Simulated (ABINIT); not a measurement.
Crystal: AlN.

```
Al N
1.0
     0.00000    2.18399    2.18399
     2.18399    0.00000    2.18399
     2.18399    2.18399    0.00000
Al N
1 1
Cartesian
  0.0000 0.0000 0.0000
  1.0920 1.0920 1.0920
```

Measurements of this composition are mostly on another form, of space group No. 186.

Base run:

* Program: ABINIT 10.8.3 (patched build)
* Functional: AM05
* Potentials or basis: PseudoDojo NC SR PBEsol v0.4.1 standard
* Cutoff: 1143 eV
* k mesh: 10 × 10 × 10
* Occupations: fermi-dirac, width 0.05 eV
* Spin: no spin polarisation

Its results: band gap on the k mesh 3.18 eV, indirect (least direct gap 4.12 eV); pressure 1.0 GPa.

Question: The run is repeated on the same cell with these changes: functional from AM05 to SOGGA. What comes out?

Answer: Band gap on the k mesh 3.07 eV, indirect (least direct gap 4.02 eV); pressure 0.1 GPa.

Caveats: the potentials were made for another functional, which shifts forces and pressure.
